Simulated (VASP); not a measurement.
# Cu (Fm-3m) in VASP: notebook

One crystal, Cu, is run at these levels: PBE; tasks: single point.

Program: VASP 6.6.1. These are calculated values, not measurements. Logs are shortened: lines on timing, memory, paths and dates and some standing lists are left out, and cuts for length are marked.

### 1 The undisturbed crystal

It takes space group Fm-3m (No. 225, cubic). Conventional cell: a = 3.615 Å, b = 3.615 Å, c = 3.615 Å, α = 90.00°, β = 90.00°, γ = 90.00°. Cu (site symmetry m-3m) is surrounded by 12 Cu at 2.56 Å.

### 2 Single point, PBE (a relaxed cell with its volume scaled by 0.94)

INCAR reads:

```
SYSTEM = Cu
PREC = Accurate
ENCUT = 520
EDIFF = 1E-7
ISMEAR = 0
SIGMA = 0.3
LREAL = .FALSE.
LASPH = .TRUE.
NELM = 60
ALGO = Normal
ISIF = 2
LWAVE = .FALSE.
LCHARG = .FALSE.
GGA = PE
NBANDS = 12
```

KPOINTS reads:

```
regular mesh
0
G
  20 20 20
  0 0 0
```

POSCAR reads:

```
Cu                                      
1.0
    0.0000000000      1.7803352180      1.7803352180
    1.7803352180     -0.0000000000      1.7803352180
    1.7803352180      1.7803352180      0.0000000000
  Cu            
     1
Direct
     1.0000000000000000    0.0000000000000000    0.0000000000000000
```

Potentials or basis: VASP PAW PBE potentials, release 64 (Cu).

Started as:

```
cat potpaw_PBE.64/Cu/POTCAR > POTCAR
mpirun -np 1 vasp_std > vasp.out
```

OUTCAR:

```text
SYSTEM = Cu
   PREC = Accurate
   ENCUT = 520
   EDIFF = 1E-7
   ISMEAR = 0
   LREAL = .FALSE.
   LASPH = .TRUE.
   NELM = 60
   ISIF = 2
   GGA = PE

 ion  position               nearest neighbor table
   1  0.000  0.000  0.000-

  LATTYP: Found a face centered cubic cell.
 ALAT       =     3.5606704360

  Lattice vectors:

 A1 = (   0.0000000000,   1.7803352180,   1.7803352180)
 A2 = (   1.7803352180,   0.0000000000,   1.7803352180)
 A3 = (   1.7803352180,   1.7803352180,   0.0000000000)

Analysis of symmetry for initial positions (statically):
=====================================================================
 Subroutine PRICEL returns:
 Original cell was already a primitive cell.

 Routine SETGRP: Setting up the symmetry group for a
 face centered cubic supercell.

 Subroutine GETGRP returns: Found 48 space group operations
 (whereof 48 operations were pure point group operations)
 out of a pool of 48 trial point group operations.

The static configuration has the point symmetry O_h .

Analysis of symmetry for dynamics (positions and initial velocities):
=====================================================================
 Subroutine PRICEL returns:
 Original cell was already a primitive cell.

 Routine SETGRP: Setting up the symmetry group for a
 face centered cubic supercell.

 Subroutine GETGRP returns: Found 48 space group operations
 (whereof 48 operations were pure point group operations)
 out of a pool of 48 trial point group operations.

The dynamic configuration has the point symmetry O_h .

 Subroutine INISYM returns: Found 48 space group operations
 (whereof 48 operations are pure point group operations),
 and found     1 'primitive' translations

----------------------------------------------------------------------------------------

                                     Primitive cell

  volume of cell :      11.2859

  direct lattice vectors                    reciprocal lattice vectors
     0.000000000  1.780335218  1.780335218    -0.280845986  0.280845986  0.280845986
     1.780335218  0.000000000  1.780335218     0.280845986 -0.280845986  0.280845986
     1.780335218  1.780335218  0.000000000     0.280845986  0.280845986 -0.280845986

  length of vectors
     2.517774211  2.517774211  2.517774211     0.486439517  0.486439517  0.486439517

  position of ions in fractional coordinates (direct lattice)
     0.000000000  0.000000000  0.000000000

  ion indices of the primitive-cell ions
   primitive index   ion index
                 1           1

[... 77 lines left out ...]
   ISIF   =      2    stress and relaxation
   ISYM   =      2    0-nonsym 1-usesym 2-fastsym
   POTIM  = 0.5000    time-step for ionic-motion
   TEBEG  =    0.0;   TEEND  =   0.0 temperature during run
   PSTRESS=    0.0 pullay stress
   NELECT =      11.0000    total number of electrons
   NUPDOWN=      -1.0000    fix difference up-down
   EMIN   =  10.00;   EMAX   =-10.00  energy-range for DOS
   EFERMI =   0.00;   METHOD = LEGACY
   ISMEAR =     0;   SIGMA  =   0.30  broadening in eV -4-tet -1-fermi 0-gaus
   EFERMI_NEDOS =   21; number of points for ismear=-14 and -15
   IALGO  =     38    algorithm
   IMIX   =      4    mixing-type and parameters
     AMIX     =   0.40;   BMIX     =  1.00
     AMIX_MAG =   1.60;   BMIX_MAG =  1.00
  volume/ion in A,a.u.               =      11.29        76.16
  Fermi-wavevector in a.u.,A,eV,Ry     =   1.623157  3.067323 35.846449  2.634640
  Thomas-Fermi vector in A             =   2.716653
   LORBIT       =      0    0 simple, 1 ext, 2 COOP (PROOUT), +10 PAW based schemes
   GGA     = PE    functional components
   LHFCALC =     F    Hartree Fock is set to
   AEXX    =    0.0000 exact exchange contribution
   IVDW    =     0    specifies the selected vdW correction
   LEPSILON=     F    determine dielectric tensor
   LRPA    =     F    only Hartree local field effects (RPA)
 non-spin polarized calculation
 Gauss-broadening in eV      SIGMA  =   0.30
  energy-cutoff  :      520.00
  volume of cell :       11.29
 maximum number of plane-waves:       318
   NGX =  9   NGY =  9   NGZ =  9

 number of electron      11.0000013 magnetization

 Free energy of the ion-electron system (eV)
  ---------------------------------------------------
  ext. energy  EPLUGINS =         0.00000000
  ---------------------------------------------------
  free energy    TOTEN  =        -3.71375747 eV

  energy without entropy =       -3.70120823  energy(sigma->0) =       -3.70748285

 E-fermi :   8.1759     XC(G=0): -12.9920

 val. band max:        8.1398743068   @ k =   0.5000   0.2500   0.1000
 cond. band min:       8.1772629683   @ k =  -0.4500   0.1000   0.0000
 fundamental gap:      0.0373886615
 Fermi energy:         8.1759170940

 k-point     1 :       0.0000    0.0000    0.0000
  band No.  band energies     occupation
      1      -1.5406      2.00000
      2       4.9902      2.00000
      3       4.9902      2.00000
      4       4.9902      2.00000
      5       5.8722      2.00000
      6       5.8722      2.00000
      7      31.1192      0.00000
      8      34.1203      0.00000
      9      34.1203      0.00000
     10      34.1203      0.00000
     11      36.6575      0.00000
     12      36.6575      0.00000
[... 331 lines left out ...]
 k-point    24 :      -0.3500    0.0500    0.0000
  band No.  band energies     occupation
      1       2.3636      2.00000
      2       5.0165      2.00000
      3       5.0595      2.00000
      4       5.1840      2.00000
      5       6.2092      2.00000
      6       6.5076      2.00000
      7      15.7178      0.00000
      8      28.4760      0.00000
      9      30.8547      0.00000
     10      32.0904      0.00000
     11      34.2875      0.00000
     12      36.1036      0.00000

 [... further k-points ...]
[... 5 lines left out ...]
  --------------------------------------------------------------------------------------
  -------------------------------------------------------------------------------------
  Total        0.7014127      0.7014127      0.7014127      0.0000000      0.0000000     -0.0000000
  in kB       99.5746713     99.5746713     99.5746713      0.0000000      0.0000000     -0.0000000
  external PRESSURE =      99.5746713 kB  Pullay stress =       0.0000000 kB

 VOLUME and BASIS-vectors are now :
 -----------------------------------------------------------------------------
  energy-cutoff  :      520.00
  volume of cell :       11.29
      direct lattice vectors                 reciprocal lattice vectors
     0.000000000  1.780335218  1.780335218    -0.280845986  0.280845986  0.280845986
     1.780335218  0.000000000  1.780335218     0.280845986 -0.280845986  0.280845986
     1.780335218  1.780335218  0.000000000     0.280845986  0.280845986 -0.280845986

 POSITION                                       TOTAL-FORCE (eV/Angst)
 -----------------------------------------------------------------------------------
      0.00000      0.00000      0.00000         0.000000      0.000000      0.000000
 -----------------------------------------------------------------------------------
    total drift:                                0.000000      0.000000      0.000000

  FREE ENERGIE OF THE ION-ELECTRON SYSTEM (eV)
  ---------------------------------------------------
  free  energy   TOTEN  =        -3.7137574681 eV

  energy  without entropy=       -3.7012082316  energy(sigma->0) =       -3.70748285
```

OSZICAR:

```text
N       E                     dE             d eps       ncg     rms          rms(c)
DAV:   1     0.428409990536E+02    0.42841E+02   -0.53650E+03  6836   0.155E+03
DAV:   2    -0.329483880939E+01   -0.46136E+02   -0.42549E+02  6328   0.207E+02
DAV:   3    -0.462970500036E+01   -0.13349E+01   -0.13250E+01  7196   0.403E+01
DAV:   4    -0.463756148015E+01   -0.78565E-02   -0.78553E-02  6992   0.273E+00
DAV:   5    -0.463762676934E+01   -0.65289E-04   -0.65288E-04  7328   0.256E-01    0.775E+00
DAV:   6    -0.406255323599E+01    0.57507E+00   -0.13908E+01  7340   0.716E+01    0.367E+00
DAV:   7    -0.372793569102E+01    0.33462E+00   -0.21147E+00  7324   0.277E+01    0.635E-01
DAV:   8    -0.371501023084E+01    0.12925E-01   -0.45387E-03  7916   0.771E-01    0.266E-01
DAV:   9    -0.371375481042E+01    0.12554E-02   -0.74338E-03  7880   0.151E+00    0.281E-02
DAV:  10    -0.371375866597E+01   -0.38555E-05   -0.30555E-05  8896   0.911E-02    0.806E-03
DAV:  11    -0.371375726569E+01    0.14003E-05   -0.94394E-07  7612   0.181E-02    0.238E-04
DAV:  12    -0.371375740011E+01   -0.13442E-06   -0.79026E-09  4196   0.941E-04    0.106E-04
DAV:  13    -0.371375746811E+01   -0.68002E-07   -0.20248E-09  3784   0.489E-04
   1 F= -.37137575E+01 E0= -.37074828E+01  d E =-.125492E-01
```

stdout:

```text
POSCAR found type information on POSCAR Cu
 POSCAR found :  1 types and       1 ions
 scaLAPACK will be used
 LDA part: xc-table for (Slater+PW92), standard interpolation
 POSCAR, INCAR and KPOINTS ok, starting setup
 FFT: planning ... GRIDC
 FFT: planning ... GRID_SOFT
 FFT: planning ... GRID
 WAVECAR not read
 entering main loop
```

Wall time 20 s (1 thread of Intel Xeon Platinum 8488C (Sapphire Rapids), shared host); peak memory 0.15 GiB.

Results:

```yaml
Free_energy: -3.7138 eV
Pressure: 10.0 GPa
Band_gap_on_the_k_mesh: none (metal or under the smearing width)
```

### 3 Single point, PBE (a relaxed cell with its volume scaled by 1.06)

INCAR is that of step 2.

KPOINTS is that of step 2.

POSCAR reads:

```
Cu                                      
1.0
    0.0000000000      1.8530812149      1.8530812149
    1.8530812149     -0.0000000000      1.8530812149
    1.8530812149      1.8530812149      0.0000000000
  Cu            
     1
Direct
     1.0000000000000000    0.0000000000000000    0.0000000000000000
```

Potentials or basis: VASP PAW PBE potentials, release 64 (Cu).

Started as:

```
cat potpaw_PBE.64/Cu/POTCAR > POTCAR
mpirun -np 1 vasp_std > vasp.out
```

Wall time 19 s (1 thread of Intel Xeon Platinum 8488C (Sapphire Rapids), shared host); peak memory 0.15 GiB.

The run converged. Its results:

```yaml
Free_energy: -3.7189 eV
Pressure: -7.0 GPa
Band_gap_on_the_k_mesh: none (metal or under the smearing width)
```

Levels at points of the mesh, in eV from the Fermi level:
| k point | band 4 | band 5 | band 6 | band 7 | band 8 | band 9 |
| --- | --- | --- | --- | --- | --- | --- |
| (0.00, 0.00, 0.00) | -2.81 | -2.08 | -2.08 | 21.99 | 24.06 | 24.06 |
| (0.50, 0.00, 0.00) | -1.58 | -1.58 | -0.79 | 3.39 | 20.52 | 20.93 |
| (0.50, 0.50, 0.00) | -1.45 | -1.45 | 1.55 | 6.60 | 12.51 | 12.51 |

### 4 Single point, PBE (a relaxed cell with its volume scaled by 0.91)

INCAR is that of step 3.

KPOINTS is that of step 3.

POSCAR reads:

```
Cu                                      
1.0
    0.0000000000      1.7611903447      1.7611903447
    1.7611903447     -0.0000000000      1.7611903447
    1.7611903447      1.7611903447      0.0000000000
  Cu            
     1
Direct
     1.0000000000000000    0.0000000000000000    0.0000000000000000
```

Started as:

```
cat potpaw_PBE.64/Cu/POTCAR > POTCAR
mpirun -np 1 vasp_std > vasp.out
```

Wall time 20 s (1 thread of Intel Xeon Platinum 8488C (Sapphire Rapids), shared host); peak memory 0.14 GiB.

The run converged. Its results:

```yaml
Free_energy: -3.6840 eV
Pressure: 16.5 GPa
Band_gap_on_the_k_mesh: none (metal or under the smearing width)
```

Levels at points of the mesh, in eV from the Fermi level:
```csv
k point,band 3,band 4,band 5,band 6,band 7,band 8,band 9,band 10
"(0.00, 0.00, 0.00)",-3.30,-3.30,-2.37,-2.37,23.19,26.45,26.45,26.45
"(0.50, 0.00, 0.00)",-3.34,-1.73,-1.73,-1.26,4.15,21.65,23.29,23.29
"(0.50, 0.50, 0.00)",-1.75,-1.57,-1.57,1.42,7.65,13.68,13.68,18.38
```

Caveat: so large a pressure means that the cell lies far from this level's equilibrium, or that cutoff or potentials fall short.

(Continued in part 2 of 2.)
